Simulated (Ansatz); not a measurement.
# Fe: couplings from the ferromagnetic state against total energies (computed with Ansatz 0.2.0)

Space group Im-3m (No. 229), 1 atom in the cell of the first input below: a = 2.485 Å, b = 2.485 Å, c = 2.485 Å, α = 109.47°, β = 109.47°, γ = 109.47°.

The cell was built from a prototype of a structure type listed for this element, at its measured volume, taken without relaxation (pressure -6.5 GPa with this functional, without spin–orbit coupling). Functional: PBE.

The couplings come from the ferromagnetic state by the force theorem with constrained moments:

```yaml
crystal:
  lattice:
    - [-1.4350019627, 1.4350019627, 1.4350019627]
    - [1.4350019627, -1.4350019627, 1.4350019627]
    - [1.4350019627, 1.4350019627, -1.4350019627]
  atoms:
    - { symbol: Fe, position: [0.0, 0.0, 0.0], spin: 2.55 }
basis:
  ecutwfc: 420
  ecutrho_ratio: 4
kpoints:
  mp_grid: { grid: [14, 14, 14] }
  band_path:
    path:
      - [[0.0, 0.0, 0.0], [0.5, -0.5, 0.5], [0.0, 0.0, 0.5], [0.0, 0.0, 0.0], [0.25, 0.25, 0.25], [0.5, -0.5, 0.5]]
      - [[0.25, 0.25, 0.25], [0.0, 0.0, 0.5]]
    npoints: 6
hamiltonian:
  xc: pbe
scf:
  occupations: { method: gaussian, width: 0.05 }
  lower_state_search: "off"
output:
  forces: true
  stress: true
  eigenvalues: true
  populations: true
  eigenstates:
    nscf_kmesh: { grid: [14, 14, 14] }
    top_band: c20
    exchange_couplings: { magnetic: [{ site: 0 }] }
    magnetocrystalline_anisotropy: {}
magnetization:
  spin_polarized: true
checkpoint:
  read: start.run
  write: ck
  compress: false
  write_wavefunctions: false
  write_every: 100000
```

```bash
ansatz run input.yaml --threads 4 --pin off --max-ram 9216MiB --backend cpu --events-out ev --progress --plain --runs-dir out
```

start.run is the saved state of an earlier run of the same cell.

Time: 76 s on 4 threads of Intel(R) Xeon(R) Processor @ 2.50GHz (Skylake/Cascade Lake), on a shared host, peak memory 0.82 GiB.

Couplings between Fe atoms, for E = −Σ(i≠j) J_ij e_i·e_j with unit vectors (each pair counted twice):

```
distance (Å)  neighbours  J (meV)
       2.485           8    9.350
       2.870           6   12.431
       4.059          12    0.117
       4.759          24   -1.600
       4.971           8    0.843
       5.740           6   -0.059
       6.255          24   -0.290
       6.418          24   -0.032
       7.030          24   -0.386
       7.456           8    3.382
```

35 shells out to 12.8 Å enter the sums below; those further out add -0.55 meV to J(0).

The program gives no ordering temperature for this run: the mean over the zone hasn't settled in the mesh.

At rigid moments, leaving out the upper third of the empty bands moves a coupling by up to 1 % of the largest.

Question: What energy per Fe above the ferromagnet does the model give for the order with wave vector q = (0.000, 0.000, 0.500) in units of the reciprocal cell vectors?

Answer: E(q) − E(0) = Σ J_ij (1 − cos q·R_ij). The shells that add most, as J × Σ(1 − cos): 9.350 × 8.00 at 2.48 Å, 12.431 × 8.00 at 2.87 Å, -1.600 × 24.00 at 4.76 Å, -0.386 × 32.00 at 7.03 Å, 3.382 × 8.00 at 7.46 Å, -0.441 × 32.00 at 11.83 Å, and 16.09 meV from the 29 other shells kept; in all 152.53 meV.

Each order was then solved self-consistently. The input for the first:

```yaml
crystal:
  lattice:
    - [-1.4350019627, 1.4350019627, 1.4350019627]
    - [1.4350019627, -1.4350019627, 1.4350019627]
    - [2.8700039254, 2.8700039254, -2.8700039254]
  atoms:
    - { symbol: Fe, position: [0.0, 0.0, 0.0], spin: 2.5 }
    - { symbol: Fe, position: [0.0, 0.0, 0.5], spin: -2.5 }
basis:
  ecutwfc: 420
  ecutrho_ratio: 4
kpoints:
  mp_grid: { grid: [16, 16, 8] }
hamiltonian:
  xc: pbe
scf:
  occupations: { method: gaussian, width: 0.05 }
output:
  forces: true
  stress: true
  eigenvalues: true
  populations: true
  write_density: true
  write_potential: true
  elf: true
  volumetric_format: npy
magnetization:
  spin_polarized: true
```

```bash
ansatz run input.yaml --threads 4 --pin off --max-ram 9216MiB --backend cpu --events-out ev --progress --plain --runs-dir out
```

Time: 15 s on 4 threads of Intel(R) Xeon(R) Processor @ 2.50GHz (Skylake/Cascade Lake), on a shared host, peak memory 0.59 GiB.

Total energies count from the ferromagnet on the 16×16×16 mesh, or from a ferromagnetic run in the same doubled cell where its mesh isn't the equal of that (spin moment 2.32 μB); spirals count from the spiral at q = 0.

```
                            order                   q  model (meV)  total energies (meV)  largest spin moment (μB)  gap on the mesh (eV)
collinear order in a doubled cell   0.000 0.000 0.500       152.53                218.04                      2.05                  0.00
                      flat spiral  0.500 -0.500 0.500       147.32                460.18                      1.54                     –
                      flat spiral   0.000 0.000 0.500       152.53                218.04                      1.95                     –
                      flat spiral   0.250 0.250 0.250       224.17                170.47                      2.04                     –
                      flat spiral  0.250 -0.250 0.250       110.65                158.57                      2.13                     –
                      flat spiral   0.000 0.000 0.250        52.34                 69.95                      2.18                     –
                      flat spiral   0.125 0.125 0.125       112.73                104.35                      2.17                     –
                      flat spiral  0.125 -0.125 0.125        57.53                 32.99                      2.27                     –
                      flat spiral  0.375 -0.375 0.375        97.26                352.79                      1.90                     –
```

The model has the sign of the total energies in all 9 rows (8 distinct orders), and meets their size within a tenth for 1, within a third for 5 more, within a factor of two for 1 more; the largest miss is 312.86 meV. The ferromagnet's own energy moves by 2.8 meV between the 16×16×16 and 14×14×14 meshes, so misses and differences under that size show the mesh as much as the model. The ferromagnet is the lowest of the states tried. The couplings are derived for small turns about the ferromagnet. Yet they miss even the longest-wave spiral, so the model isn't borne out here. Spiral moments are integrated over Gaussian weights, collinear ones over spheres. The order at q = (0.000, 0.000, 0.500) was solved both ways, and the two energies agree within 0.1 meV.

Caveats: couplings not converged in the mesh; each run may end in a state that is not the lowest; moments change by over a tenth between orders; no spin–orbit coupling; open shells may stand above their lowest state (some of the orders); the ferromagnetic state is metallic at this level, and the convergence of the total energies in the k-mesh was not tested.
